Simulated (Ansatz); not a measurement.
GeTe (R3m, No. 160, 2 atoms in the cell) was calculated with HSE06 (plane waves, PAW; Ansatz, a quantum-chemistry and plane-wave program).

Run with plane-wave cutoff 460 eV, 8×8×8 k mesh, Fermi–Dirac smearing 0.01 eV, scalar-relativistic PAW data made under PBE.

Cell (relaxed with PBEsol):

```
CELL_PARAMETERS angstrom
      2.08106     1.20150     3.48839
     -2.08106     1.20150     3.48839
      0.00000    -2.40301     3.48839
ATOMIC_POSITIONS crystal
  Ge 0.99883 0.99883 0.99883
  Te 0.52218 0.52218 0.52218
```

**Question.** Predict the band gap, smallest direct gap on the k points sampled and direct gap at Γ.

**Answer.** 
band gap: 0.63 eV
smallest direct gap on the k points sampled: 0.73 eV
direct gap at Γ: 5.72 eV

Note: cell and atoms aren't relaxed at this level (largest force component 0.15 eV/Å, pressure 1.5 GPa).

Spin–orbit coupling is not included; with these elements it can move the gap by several tenths of an eV or more.

The computed numbers hold no vibrational or temperature effects.
